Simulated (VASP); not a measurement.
**AlN: single point with PBEsol**

The system is AlN.

```
Al N
1.0
     0.00000    2.18399    2.18399
     2.18399    0.00000    2.18399
     2.18399    2.18399    0.00000
Al N
1 1
Direct
  0.00000 0.00000 0.00000
  0.25000 0.25000 0.25000
```

Measurements of this composition are mostly on another form, of space group No. 186.

```
Program                : VASP 6.6.1
Task                   : single point
Functional             : PBEsol
Potentials or basis    : VASP PAW PBE potentials, release 64 (Al, N)
Cutoff                 : 520 eV
k mesh                 : 10 × 10 × 10
Occupations            : gaussian, width 0.02 eV
Spin                   : no spin polarisation
Further INCAR settings : ALGO = Normal; EDIFF = 1e-06; NBANDS = 11
```

The pressure is 1.3 GPa. The band gap on the k mesh is 3.19 eV, indirect (least direct gap 4.13 eV).

Levels at points of the mesh, in eV from the valence-band top:
```tsv
k point	band 1	band 2	band 3	band 4	band 5	band 6	band 7	band 8	band 9
(0.00, 0.00, 0.00)	-14.96	0.00	0.00	0.00	4.13	12.47	12.47	12.47	17.59
(0.50, 0.00, 0.00)	-12.87	-5.91	-0.48	-0.48	7.29	9.77	11.04	11.04	17.83
(0.50, 0.50, 0.00)	-12.23	-4.95	-1.79	-1.79	3.19	8.48	13.87	15.63	15.63
```

Run time: 4.6 s on 1 thread of AMD EPYC 9R45 96-Core Processor (Zen 5) (shared host), peak memory 0.11 GiB.

Caveat: the PAW data sets were made with another functional, which shifts forces and pressure a little. A k mesh can miss the band edges.
